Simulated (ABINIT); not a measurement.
W in ABINIT: the effect of functional

W:

```xyz
1
Lattice="-1.5823 1.5823 1.5823 1.5823 -1.5823 1.5823 1.5823 1.5823 -1.5823" Properties=species:S:1:pos:R:3 pbc="T T T"
W     0.0000    0.0000    0.0000
```

Alike in all runs:

```yaml
Program: ABINIT 10.8.3 (patched build)
Task: band structure
Potentials_or_basis: JTH PAW PBE v2.0
Cutoff: 517 eV
k_mesh: 12 × 12 × 12
Occupations: fermi-dirac, width 0.05 eV
Spin: no spin polarisation
```

Problem. One run gave: pressure 9.9 GPa. Which functional did it use?
A. PBEsol
B. PBE
C. SCAN
D. RPBE
E. LDA

Solution. D.

```tsv
functional	pressure (GPa)
PBE	6.1
LDA	-8.3
PBEsol	-2.5
RPBE	9.9
BLYP	15.9
AM05	-4.2
r2SCAN	2.6
SCAN	-5.2
revPBE	8.8
PW91	6.1
WC	-0.8
```

Caveats: the PAW data sets were made with another functional, which shifts forces and pressure a little (some runs).
